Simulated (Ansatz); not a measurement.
Runs of Ansatz 0.2.0 on W. The structure is cubic, space group Fm-3m (No. 225). Conventional cell: a = 4.060 Å, b = 4.060 Å, c = 4.060 Å, α = 90.00°, β = 90.00°, γ = 90.00°. W (site symmetry m-3m) has 12 W at 2.87 Å as nearest neighbours. This isn't the form of W at room conditions, which is bcc.

```tsv
task	level	potentials or basis	cutoff (eV)	smearing	basis error allowed	gap on the mesh (eV)	pressure (GPa)
band structure	LDA	all-electron LAPW, scalar-relativistic	253	fermi-dirac 0.05 eV	0.001 eV/atom	-	(a)
single point	PBEsol	all-electron LAPW, scalar-relativistic	253	fermi-dirac 0.05 eV	0.001 eV/atom	none	-12.6
band structure	PBEsol	all-electron PAW datasets made for the crystal	300	fermi-dirac 0.05 eV	-	-	-12.6
single point	PBEsol	all-electron LAPW, scalar-relativistic	253	gaussian 0.02 eV	0.001 eV/atom	none	-12.7
```

Alike in all rows: no spin polarisation; cell as given; k mesh 11 × 11 × 11.

Task: Estimate the missing entries.

Result: (a) -17.6.

A k mesh can miss the band edges, and the runs leave out spin-orbit coupling on W.

A gap of «none» marks a metal or a gap under the smearing width.

Not every run made on this cell is shown here.
